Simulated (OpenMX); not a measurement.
## Ru under changes of volume

One of the cells (13.575 Å³/atom); the others are scaled copies at fixed shape and fractional positions:

```xyz
2
Lattice="2.7058 0.0000 0.0000 -1.3529 2.3433 0.0000 0.0000 0.0000 4.2819" Properties=species:S:1:pos:R:3 pbc="T T T"
Ru    1.3529    0.7811    3.2114
Ru    0.0000    1.5622    1.0705
```

| Property | Result |
| --- | --- |
| Program | OpenMX 3.8.5 |
| Functional | PBE |
| Potentials or basis | OpenMX 2013 PBE set, Ru7.0-s3p2d1, fixed grid of 28 × 28 × 50 points |
| k mesh | 11 × 11 × 7 |
| Occupations | fermi-dirac, width 0.05 eV |
| Spin | no spin polarisation |

| volume (Å³/atom) | energy over the lowest point (meV/atom) | largest force (eV/Å) |
| --- | --- | --- |
| 12.760 | ? | ? |
| 13.032 | 100.83 | 0.014 |
| 13.303 | 55.79 | 0.013 |
| 13.575 | 25.04 | 0.012 |
| 13.846 | 6.87 | 0.011 |
| 14.118 | 0.00 | 0.011 |
| 14.389 | 3.26 | 0.010 |

Question: What does the run at 12.760 Å³/atom give?

Answer: Energy over the lowest point 161.79 meV/atom; largest force 0.014 eV/Å.

Worked out: A Birch-Murnaghan fit of order 3 (a polynomial in V^(-2/3)) to the other rows has its minimum at 14.16 Å³/atom with B0 = V·E''(V) = 304 GPa and B' = 5.0 at fixed shape and positions, which overstates the stiffness. It gives 161.98 meV/atom at 12.760 Å³/atom, against the run's 161.79.

Energies are extrapolated to zero smearing.

Caveats: the basis of atomic orbitals isn't converged, which shifts pressures, moduli and gaps.
